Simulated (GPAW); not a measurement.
Runs of GPAW 26.7.0 on H. The structure is tetragonal, space group P4/mmm (No. 123). The conventional cell has a = 2.650 Å, b = 2.650 Å, c = 0.980 Å, α = 90.00°, β = 90.00°, γ = 90.00°. Around H (site symmetry 4/mmm) lie 2 H at 0.98 Å. 

| task | level | cell | smearing | optimizer | fmax | max steps | convergence | gap on the mesh (eV) | pressure (GPa) | relaxed volume (Å³/atom) |
| --- | --- | --- | --- | --- | --- | --- | --- | --- | --- | --- |
| relaxation of cell and atoms | PBEsol | relaxed | fermi-dirac 0.05 eV | BFGS | 0.02 eV/Å | 60 | density=1e-05 forces=0.0001 | none | 0.0 | 9.17 |
| relaxation of cell and atoms | PBEsol+D3(BJ) | relaxed | fermi-dirac 0.05 eV | BFGS | 0.02 eV/Å | 60 | density=1e-05 forces=0.0001 | none | 0.3 | (a) |
| relaxation of cell and atoms | PBEsol+D4 | relaxed | fermi-dirac 0.05 eV | BFGS | 0.02 eV/Å | 60 | density=1e-05 forces=0.0001 | none | -0.1 | 7.50 |
| single point | PBEsol | as given | gaussian 0.1 eV | - | - | - | - | none | 1.6 | - |

Alike in all rows: potentials or basis PAW data sets generated in the run's folder for this functional, pw; no spin polarisation; k mesh 10 × 10 × 26; cutoff (eV) 600.

Fill in the values left out.

(a) 6.96.

Caveats: later steps reuse the first step's grids (some runs); pairwise dispersion overbinds metals, which lowers pressure and volume (some runs); the volume moved by over 15 % at a fixed basis, so the end points are rough (some runs).

A k mesh can miss the band edges.

A gap of «none» marks a metal or a gap under the smearing width.

Not every run made on this cell is shown here.
